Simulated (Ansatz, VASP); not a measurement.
**TiO2 (Anatase): VASP beside Ansatz**

```xyz
6
Lattice="-1.8921 1.8921 4.7573 1.8921 -1.8921 4.7573 1.8921 1.8921 -4.7573" Properties=species:S:1:pos:R:3 pbc="T T T"
Ti    0.0000    1.8921    2.3786
Ti    0.0000    0.0000    0.0000
O     0.0000    0.0000    7.5346
O     0.0000    1.8921    0.3987
O     0.0000    1.8921    4.3586
O     0.0000    0.0000    1.9800
```

Alike in both runs: functional PBEsol; k mesh 10 × 10 × 10; occupations gaussian, width 0.02 eV; no spin polarisation.

|  | VASP | Ansatz |
| --- | --- | --- |
| version | VASP 6.6.1 | Ansatz 0.2.0 |
| potentials or method | VASP PAW PBE potentials, release 64 (Ti_sv, O) | Ansatz PAW |
| plane-wave cutoff (eV) | 520 | 420 |
| valence electrons in the cell | 48 | 48 |
| task | band structure | single point |

VASP gave:

- gap on the k mesh at the Fermi level (eV): 2.06
- least direct gap on the mesh (eV): 2.40
- pressure (GPa): -0.3
- largest component of the traceless stress (GPa): 0.66
- rms of the force components (eV/Å): 0.006

Estimate Ansatz's values.

gap on the k mesh at the Fermi level (eV): 2.09; least direct gap on the mesh (eV): 2.42; pressure (GPa): -1.1; largest component of the traceless stress (GPa): 0.60; rms of the force components (eV/Å): 0.004.

Atom by atom the forces differ by 0.010 eV/Å (rms over components).

Caveats: the PAW data sets were made with another functional, which shifts forces and pressure a little (VASP); the pressure holds a Pulay correction of +0.7 GPa for the finite cutoff (Ansatz); the PAW data sets come from PBE, with cores solved anew for the run's functional, which leaves a small shift of forces and pressure (Ansatz). Expect the measured gap to be larger: semilocal functionals such as PBEsol lack the derivative discontinuity.
